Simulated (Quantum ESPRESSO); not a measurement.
HfC under changes of volume

One of the cells (12.587 Å³/atom); the others are scaled copies at fixed shape and fractional positions:

```xyz
4
Lattice="3.3429 0.0000 0.0000 -1.6714 2.8950 0.0000 0.0000 0.0000 5.2027" Properties=species:S:1:pos:R:3 pbc="T T T"
Hf    0.0000    1.9300    1.3007
Hf    1.6714    0.9650    3.9020
C     0.0000    0.0000    2.6014
C     0.0000    0.0000    0.0000
```

The cell comes from a database or a generator and needn't be the stable form of this composition.

```yaml
Program: Quantum ESPRESSO 7.5
Functional: r2SCAN
Potentials_or_basis: SG15 PBE 1.2
Cutoff: 1197 eV
Density_cutoff: 4789 eV
k_mesh: 5 × 5 × 3
Occupations: fermi-dirac, width 0.05 eV
Spin: no spin polarisation
```

```tsv
volume (Å³/atom)	energy over the lowest point (meV/atom)	pressure (GPa)	largest force (eV/Å)
11.832	?	?	?
12.084	0.00	-1.6	0.001
12.336	6.47	-6.6	0.002
12.587	20.30	-11.0	0.001
12.839	40.78	-15.0	0.001
13.091	67.24	-18.6	0.000
13.343	99.07	-21.9	0.000
```

Q: What does the run at 11.832 Å³/atom give?

A: Energy over the lowest point 1.70 meV/atom; pressure 3.8 GPa; largest force 0.001 eV/Å.

Worked out: A Birch-Murnaghan fit of order 3 (a polynomial in V^(-2/3)) to the other rows has its minimum at 12.01 Å³/atom, just outside them, with B0 = V·E''(V) = 257 GPa and B' = 4.1 at fixed shape and positions, which overstates the stiffness. It gives 1.75 meV/atom at 11.832 Å³/atom, against the run's 1.70, and -dE/dV = 3.9 GPa, against 3.8.

Energies are extrapolated to zero smearing.

Caveats: all runs use coarse meshes; the potentials were made for another functional, which shifts forces and pressure.
